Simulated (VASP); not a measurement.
A run of VASP 6.6.1 is set up as follows.

The input INCAR:

```
  PREC = Accurate
  ENCUT = 520
  EDIFF = 1E-6
  ISMEAR = 0
  SIGMA = 0.1
  LREAL = False
  LASPH = True
  NELM = 100
  ALGO = Normal
  ISIF = 2
  LWAVE = False
  LCHARG = False
  GGA = PE
  NBANDS = 22
```

KPOINTS

```
Automatic mesh
0
Gamma
  4 4 4
```

POSCAR

```
InSb3
1.0
    0.0000000000      3.9899178638      3.9899178638
    3.9899178638      0.0000000000      3.9899178638
    3.9899178638      3.9899178638      0.0000000000
In Sb
1 3
Direct
    0.0000000000      0.0000000000      0.0000000000
    0.2500000000      0.2500000000      0.2500000000
    0.7500000000      0.7500000000      0.7500000000
    0.5000000000      0.5000000000      0.5000000000
```

Potentials or basis: VASP PAW PBE potentials, release 64 (In_d, Sb).

Launch:

```console
$ cat potpaw_PBE.64/In_d/POTCAR potpaw_PBE.64/Sb/POTCAR > POTCAR
$ mpirun -np 1 vasp_std > vasp.out
```

(1) What does it give for the pressure?

(2) Predict the band gap on the k mesh.

Answers

(1) -5.7 GPa.

(2) none (metal or under the smearing width).
